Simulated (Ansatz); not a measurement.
Runs of Ansatz 0.2.0 on Pt. Symmetry: Fm-3m, No. 225, cubic system. Conventional cell: a = 3.922 Å, b = 3.922 Å, c = 3.922 Å, α = 90.00°, β = 90.00°, γ = 90.00°. Around Pt (site symmetry m-3m) lie 12 Pt at 2.77 Å. 

| level | gap on the mesh (eV) | pressure (GPa) |
| --- | --- | --- |
| RPBE | none | (a) |
| LDA | none | -4.6 |
| revPBE | none | 14.7 |
| PBEsol | none | 0.9 |
| BLYP | none | (b) |

Alike in all rows: task band structure; potentials or basis Ansatz PAW; no spin polarisation; cell as given; k mesh 7 × 7 × 7; cutoff (eV) 420; smearing fermi-dirac 0.05 eV; the mesh is coarse, so values aren't converged.

Q: Estimate the missing entries.

A: (a) 15.9; (b) 26.8.

Caveats: all runs use coarse meshes; spin-orbit coupling is left out, which moves the levels of the heavy elements; the PAW data sets come from PBE, with cores solved anew for the run's functional, which leaves a small shift of forces and pressure.

A k mesh can miss the band edges, and the runs leave out spin-orbit coupling on Pt.

A gap of «none» marks a metal or a gap under the smearing width.

Runs at the PBE level aren't shown here.
